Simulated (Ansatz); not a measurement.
**Relativistic treatment of Eu**

```xyz
1
Lattice="-2.2755 2.2755 2.2755 2.2755 -2.2755 2.2755 2.2755 2.2755 -2.2755" Properties=species:S:1:pos:R:3 pbc="T T T"
Eu    0.0000    0.0000    0.0000
```

Conventional cell: a = 4.551 Å, b = 4.551 Å, c = 4.551 Å, α = 90.00°, β = 90.00°, γ = 90.00°. Eu (atom 1) is surrounded by 8 Eu at 3.94 Å.

The structure is an experimental refinement, used without relaxation.

Semilocal functionals without a Hubbard term describe localised f shells poorly; where the shell is localised, the real material differs.

Other magnetic orders may lie lower; this is the state that the run reached.

One fixed cell is solved with PBE by full-potential LAPW in Ansatz 0.2.0 under different relativistic treatments. Pressure is positive in compression.

The runs use a Γ-centred 11×11×11 k mesh, Fermi–Dirac smearing of 0.03 eV, basis error target 0.5 meV/atom, spin-polarised from start moments Eu 7 μB.

```csv
setting,P (GPa)
scalar-relativistic,-1.22
non-relativistic,?
with spin–orbit coupling,?
"scalar-relativistic, point nuclei",-1.23
"scalar-relativistic, inner shells corrected to Dirac",-1.22
```

Question: Give the missing entry: row "non-relativistic", column "P (GPa)".

Answer: 1.26.

Question: What belongs in the row "with spin–orbit coupling", column "P (GPa)"?

Answer: -1.38.
